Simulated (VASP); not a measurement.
# Ni: intraband terms of a metal's spectrum

Ni, Im-3m (no. 229), 1 atom in the cell. PBE, independent-particle dielectric function; PAW potentials Ni (PBE set).

## Input

INCAR.step1:
```
SYSTEM = Ni
EDIFF    = 1E-7           ! SCF threshold, eV
ENCUT    = 320            ! plane-wave cutoff, eV
ISMEAR   = 1              ! smearing method
ISPIN    = 2              ! spin polarisation
KPAR     = 4            
LASPH    = .True.         ! aspherical terms in the spheres
LCHARG   = .True.         ! write CHGCAR
LMAXMIX  = 4              ! l up to which the mixer works
LWAVE    = .False.        ! write WAVECAR
MAGMOM   = 1              ! initial moments
PREC     = Accurate       ! precision mode
SIGMA    = 0.1            ! smearing width, eV
```

INCAR.step2:
```
SYSTEM = Ni
CSHIFT   = 0.1          
EDIFF    = 1E-6           ! SCF threshold, eV
ENCUT    = 320            ! plane-wave cutoff, eV
ICHARG   = 11             ! starting density
ISMEAR   = 0              ! smearing method
ISPIN    = 2              ! spin polarisation
KPAR     = 4            
LASPH    = .True.         ! aspherical terms in the spheres
LCHARG   = .False.        ! write CHGCAR
LMAXMIX  = 4              ! l up to which the mixer works
LWAVE    = .True.         ! write WAVECAR
MAGMOM   = 1              ! initial moments
NBANDS   = 19             ! bands
NEDOS    = 3000           ! points of the DOS
OMEGAMAX = 30           
PREC     = Accurate       ! precision mode
SIGMA    = 0.3            ! smearing width, eV
```

INCAR.step3, as INCAR.step2 but for:
```
- LWAVE = .True.
+ ALGO = None
+ ISTART = 1
+ LOPTICS = .True.
+ LWAVE = .False.
+ NELM = 1
```

INCAR.step4, as INCAR.step3 but for:
```
+ WPLASMAI = 0.03
```

INCAR.step5 to INCAR.step6 change the same tag again: WPLASMAI = 0.1, 0.3.

INCAR.step7, as INCAR.step6 but for:
```
- WPLASMAI = 0.3
+ RTIME = 1
```

INCAR.step8, as INCAR.step7 but for:
```
- RTIME = 1
+ RTIME = 40
```

INCAR.step9, as INCAR.step8 but for:
```
- RTIME = 40
+ LNABLA = .True.
```

INCAR.step10, as INCAR.step9 but for:
```
- ISMEAR = 0
- LNABLA = .True.
+ ISMEAR = -5
```

KPOINTS.step1:
```
k-points
0
Gamma
  13 13 13
```

KPOINTS.step2:
```
k-points
0
Gamma
  21 21 21
```

POSCAR:
```
Ni
1.0
   -1.3837154700      1.3837154700      1.3837154700
    1.3837154700     -1.3837154700      1.3837154700
    1.3837154700      1.3837154700     -1.3837154700
Ni
1
Direct
    0.0000000000      0.0000000000      0.0000000000
```

Commands (each step's output is kept before the next begins):
```
cat potpaw_PBE.64/Ni/POTCAR > POTCAR
cp INCAR.step1 INCAR
cp KPOINTS.step1 KPOINTS
mpirun -np 4 vasp_std > vasp.out
cp INCAR.step2 INCAR
cp KPOINTS.step2 KPOINTS
mpirun -np 4 vasp_std > vasp.out
cp INCAR.step3 INCAR
mpirun -np 4 vasp_std > vasp.out
cp INCAR.step4 INCAR
mpirun -np 4 vasp_std > vasp.out
cp INCAR.step5 INCAR
mpirun -np 4 vasp_std > vasp.out
cp INCAR.step6 INCAR
mpirun -np 4 vasp_std > vasp.out
cp INCAR.step7 INCAR
mpirun -np 4 vasp_std > vasp.out
cp INCAR.step8 INCAR
mpirun -np 4 vasp_std > vasp.out
cp INCAR.step9 INCAR
mpirun -np 4 vasp_std > vasp.out
cp INCAR.step10 INCAR
mpirun -np 4 vasp_std > vasp.out
```

## Result

- Bands: 19

One ground state, settings moved in the last step alone:

| Settings | Plasma frequency (eV) | Im ε at 0.5 eV | Im ε at 1 eV | Im ε at 2 eV | Im ε at 4 eV | Time (s) |
|---|---|---|---|---|---|---|
| interband part alone | 6.76 | 52.8 | 36.0 | 18.4 | 5.5 | 9 |
| Drude term, WPLASMAI 0.03 | 6.76 | 63.7 | 37.4 | 18.5 | 5.5 | 9 |
| Drude term, WPLASMAI 0.1 | 6.76 | 87.9 | 40.6 | 18.9 | 5.6 | 10 |
| Drude term, WPLASMAI 0.3 | 6.76 | 133.4 | 48.6 | 20.0 | 5.7 | 10 |
| relaxation time RTIME 1 fs | 6.76 | 140.8 | 57.0 | 21.8 | 6.0 | 10 |
| relaxation time RTIME 40 fs | 6.76 | 58.8 | 36.8 | 18.5 | 5.5 | 10 |
| transversal form (LNABLA) | 4.93 | 16.5 | 14.1 | 8.1 | 3.8 | 10 |
| tetrahedron method | – | – | – | – | – | no result |

VASP 6.6.1 took 85 s on 4 cores (AMD EPYC 7R43 (Zen 3)), a shared host.
